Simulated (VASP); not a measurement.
Input of a VASP 6.6.1 run:

Contents of INCAR:

```
PREC = Accurate ; ENCUT = 600
EDIFF = 1E-7 ; ISMEAR = -1
SIGMA = 0.05 ; LREAL = False
LASPH = True ; NELM = 60
ALGO = Fast ; ISIF = 3
LWAVE = False ; LCHARG = False
GGA = PS ; LUSE_VDW = True
IVDW_NL = 2 ; BPARAM = 20.0
CPARAM = 0.0093 ; IBRION = 2
NSW = 40 ; EDIFFG = -0.02
```

File KPOINTS:

```
regular mesh
0
Gamma
  13 13 13
```

Contents of POSCAR:

```
BN
1.0
    0.0000000000      1.8130010000      1.8130010000
    1.8130010000      0.0000000000      1.8130010000
    1.8130010000      1.8130010000      0.0000000000
N B
1 1
Direct
    0.2500000000      0.2500000000      0.2500000000
    0.0000000000      0.0000000000      0.0000000000
```

Potentials or basis: VASP PAW PBE potentials, release 64 (N, B).

Launch:

```sh
$ cat potpaw_PBE.64/N/POTCAR potpaw_PBE.64/B/POTCAR > POTCAR
$ mpirun -np 1 vasp_std > vasp.out
```

Predict the relaxed cell.

a = 2.549 Å, b = 2.549 Å, c = 2.549 Å, α = 60.00°, β = 60.00°, γ = 60.00°.

Estimate the band gap on the k mesh.

4.34 eV, indirect (least direct gap 8.80 eV).

Final structure:
```cif
data_structure
_symmetry_space_group_name_H-M 'P 1'
_symmetry_Int_Tables_number 1
_cell_length_a 2.5494
_cell_length_b 2.5494
_cell_length_c 2.5494
_cell_angle_alpha 60.000
_cell_angle_beta 60.000
_cell_angle_gamma 60.000
_cell_volume 11.72
loop_
_atom_site_label
_atom_site_type_symbol
_atom_site_fract_x
_atom_site_fract_y
_atom_site_fract_z
_atom_site_occupancy
N1 N 0.25000 0.25000 0.25000 1
B1 B 0.00000 0.00000 0.00000 1
```

Caveat: an odd mesh through Γ misses points on the zone boundary, where band edges often lie.
